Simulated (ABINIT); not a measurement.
# Mg (Im-3m) in ABINIT: projected density of states with PBEsol

Aim: the projected density of states of Mg with PBEsol.

All numbers are computed with ABINIT 10.8.3 (patched build); they aren't measurements. Logs are shortened: lines on timing, memory, paths and dates and some standing lists are left out, and cuts for length are marked. The log counts tension as positive stress, the text compression.

## Step 1: The crystal as given

The structure is cubic, space group Im-3m (No. 229). Conventional cell: a = 3.546 Å, b = 3.546 Å, c = 3.546 Å, α = 90.00°, β = 90.00°, γ = 90.00°. Mg (site symmetry m-3m) is surrounded by 8 Mg at 3.07 Å.

This isn't the form of Mg at room conditions, which is hcp.

## Step 2: Projected density of states, PBEsol, collinear spin, ferromagnetic start

Input file run.abi:

```
ndtset 2

pp_dirpath "./"
pseudos "Mg.upf"

structure "poscar:POSCAR"
natom 1

ecut 42.0

ixc -116133

occopt 3
tsmear 0.1 eV

nsppol 2
spinat
     0.0000000000     0.0000000000     0.5000000000

nstep 100

iomode 3
prtwf 0
prteig 0
prtebands 0
prtden1 1
prtvha1 1
prtvclmb1 1
prtpot1 1

kptopt1 1
ngkpt1 11 11 11
nshiftk1 1
shiftk1 0.0 0.0 0.0
nband1 9
tolvrs1 1.0e-10

iscf2 -3
getden2 1
nband2 11
nbdbuf2 2
tolwfr2 1.0e-10
kptopt2 1
ngkpt2 15 15 15
nshiftk2 1
shiftk2 0.0 0.0 0.0
prtdos2 3
dosdeltae2 0.02 eV
natsph 1
iatsph 1
```

Input file POSCAR:

```
Mg
1.0
   -1.7727644967      1.7727644967      1.7727644967
    1.7727644967     -1.7727644967      1.7727644967
    1.7727644967      1.7727644967     -1.7727644967
Mg
1
Direct
    0.0000000000      0.0000000000      0.0000000000  Mg
```

Potentials or basis: PseudoDojo NC SR PBEsol v0.4.1 standard.

Started as:

```sh
abinit run.abi > log 2>&1
```

run.abo:

```text
.Version 10.8.3 of ABINIT
 DATASET    1 : space group Im -3 m (#229); Bravais cI (body-center cubic)
================================================================================
 Values of the parameters that define the memory need for DATASET  1.
     intxc =       0    ionmov =       0      iscf =       7    lmnmax =       4
     lnmax =       4     mgfft =      36  mpssoang =       2    mqgrid =    3001
     natom =       1  nloc_mem =       1    nspden =       2   nspinor =       1
    nsppol =       2      nsym =      48    n1xccc =       0    ntypat =       1
    occopt =       3   xclevel =       2
       mpw =        1972          nfft =       46656          nkpt =          56
================================================================================
================================================================================

 DATASET    2 : space group Im -3 m (#229); Bravais cI (body-center cubic)
================================================================================
 Values of the parameters that define the memory need for DATASET  2.
     intxc =       0    ionmov =       0      iscf =      -3    lmnmax =       4
     lnmax =       4     mgfft =      36  mpssoang =       2    mqgrid =    3001
     natom =       1  nloc_mem =       1    nspden =       2   nspinor =       1
    nsppol =       2      nsym =      48    n1xccc =       0    ntypat =       1
    occopt =       3   xclevel =       2
       mpw =        1969          nfft =       46656          nkpt =         120
================================================================================
================================================================================

--------------------------------------------------------------------------------
------------- Echo of variables that govern the present computation ------------
--------------------------------------------------------------------------------
 -outvars: echo values of preprocessed input variables --------
            acell      1.0000000000E+00  1.0000000000E+00  1.0000000000E+00 Bohr
              amu      2.43050000E+01
        dosdeltae1     0.00000000E+00 Hartree
        dosdeltae2     7.34986444E-04 Hartree
             ecut      4.20000000E+01 Hartree
           getden1          0
           getden2          1
           iatsph2       1
             iscf1          7
             iscf2         -3
                       outvar_i_n : Printing only first  50 k-points.
              ixc     -116133
           jdtset        1    2
                       outvar_i_n : Printing only first  50 k-points.
         kptrlatt1      11    0    0      0   11    0      0    0   11
         kptrlatt2      15    0    0      0   15    0      0    0   15
          kptrlen1     6.38268226E+01
          kptrlen2     8.70365763E+01
            natom           1
           natsph2       1
            nband1          9
            nband2         11
           nbdbuf1          0
           nbdbuf2          2
           ndtset           2
            ngfft          36      36      36
[... 474 lines left out ...]
...

 Integrated electronic and magnetization densities in atomic spheres:
 ------------------------------------------------------------------------------------------------------------
 Radius=ratsph(iatom), smearing ratsm=  0.0000. Diff(up-dn)=approximate z local magnetic moment.
    Atom    Radius    up_density   dn_density  Total(up+dn)  Diff(up-dn)
    1 Mg   2.00000     4.151516     4.151516      8.303033    -0.000000
 ------------------------------------------------------------------------------------------------------------
  Sum:                 4.151516     4.151516      8.303033    -0.000000
 Total magnetization (from the atomic spheres):               -0.000000
 Total magnetization (exact up - dn):                         -0.000000

================================================================================

 ----iterations are completed or convergence reached----

 Mean square residual over all n,k,spin=   37.317E-12; max=  99.076E-12
 reduced coordinates (array xred) for    1 atoms
       0.000000000000      0.000000000000      0.000000000000

 cartesian coordinates (angstrom) at end:
    1      0.00000000000000     0.00000000000000     0.00000000000000
 length scales=  1.000000000000  1.000000000000  1.000000000000 bohr
              =  0.529177210544  0.529177210544  0.529177210544 angstroms
 Eigenvalues (hartree) for nkpt= 120  k points, SPIN UP:
 kpt#   1, nband= 11, wtk=  0.00030, kpt=  0.0000  0.0000  0.0000 (reduced coord)
  -2.63011   -1.41539   -1.41539   -1.41539   -0.10719    0.64214    0.64214    0.64214
   0.71660    0.71660    0.72221
      occupation numbers for kpt#   1
   1.00000    1.00000    1.00000    1.00000    1.00000    0.00000    0.00000    0.00000
   0.00000    0.00000    0.00000
 prteigrs : prtvol=0 or 1, do not print more k-points.

 Eigenvalues (hartree) for nkpt= 120  k points, SPIN DOWN:
 kpt#   1, nband= 11, wtk=  0.00030, kpt=  0.0000  0.0000  0.0000 (reduced coord)
  -2.63011   -1.41539   -1.41539   -1.41539   -0.10719    0.64214    0.64214    0.64214
   0.71660    0.71660    0.72221
      occupation numbers for kpt#   1
   1.00000    1.00000    1.00000    1.00000    1.00000    0.00000    0.00000    0.00000
   0.00000    0.00000    0.00000
 prteigrs : prtvol=0 or 1, do not print more k-points.

--- !EnergyTerms
iteration_state     : {dtset: 2, }
comment             : Components of total free energy in Hartree
kinetic             :  3.38788611391769E+01
hartree             :  2.14838210135474E+01
xc                  : -7.78483199695216E+00
Ewald energy        : -2.71581392919677E+01
psp_core            :  6.10576709287305E-01
local_psp           : -6.22166926030198E+01
non_local_psp       : -1.81175387747953E+01
internal            : -5.93039438047233E+01
'-kT*entropy'       : -4.56652107785771E-04
total_energy        : -5.93044004568311E+01
...

--- !EnergyTermsDC
iteration_state     : {dtset: 2, }
comment             : '"Double-counting" decomposition of free energy'
band_energy         : -1.36555861915885E+01
Ewald energy        : -2.71581392919677E+01
psp_core            :  6.10576709287305E-01
xc_dc               : -1.91012150975455E+01
internal            : -5.93043638718143E+01
'-kT*entropy'       : -4.56652107785771E-04
total_energy_dc     : -5.93048205239221E+01
...

== END DATASET(S) ==============================================================
================================================================================

 -outvars: echo values of variables after computation  --------
            acell      1.0000000000E+00  1.0000000000E+00  1.0000000000E+00 Bohr
           etotal1    -5.9304898490E+01
           etotal2    -5.9304898490E+01
            fcart1    -0.0000000000E+00 -0.0000000000E+00 -0.0000000000E+00
            rprim     -3.3500393845E+00  3.3500393845E+00  3.3500393845E+00
                       3.3500393845E+00 -3.3500393845E+00  3.3500393845E+00
                       3.3500393845E+00  3.3500393845E+00 -3.3500393845E+00
           strten1    -9.4820864108E-06 -9.4820864108E-06 -9.4820864108E-06
                       0.0000000000E+00  0.0000000000E+00  0.0000000000E+00
 Calculation completed.
```

Run time: 3.7 min. Hardware: 1 thread of Arm Neoverse V2, shared host; peak memory 0.21 GiB.

What came out:

| Quantity | Value |
| --- | --- |
| Free energy | -1613.7685 eV |
| Pressure | 0.3 GPa |
| Band gap on the k mesh | none (metal or under the smearing width) |
| Net moment | 0.00 μB per cell |
| Valence electrons inside the program's atomic spheres | Mg 8.30 (radii [1.0584] Å) |

States per cell in windows of 1 eV (zero at the Fermi level; states under -8 eV left out):
```
from (eV)    up  down  Mg1 p  Mg1 s  Mg1 d
     -8.0  0.00  0.00   0.00   0.00   0.00
     -7.0  0.05  0.05   0.00   0.02   0.00
     -6.0  0.09  0.09   0.00   0.03   0.00
     -5.0  0.12  0.12   0.01   0.03   0.00
     -4.0  0.15  0.15   0.02   0.03   0.00
     -3.0  0.17  0.17   0.02   0.03   0.00
     -2.0  0.21  0.21   0.04   0.03   0.00
     -1.0  0.18  0.18   0.03   0.02   0.00
      0.0  0.23  0.23   0.04   0.04   0.01
      1.0  0.23  0.23   0.04   0.03   0.01
      2.0  0.25  0.25   0.04   0.04   0.02
      3.0  0.27  0.27   0.05   0.04   0.02
      4.0  0.29  0.29   0.06   0.03   0.02
      5.0  0.29  0.29   0.06   0.03   0.02
      6.0  0.29  0.29   0.06   0.03   0.03
      7.0  0.30  0.30   0.06   0.03   0.04
```

Caveat: Libxc's GGAs can fail where the two spin gradients oppose each other.
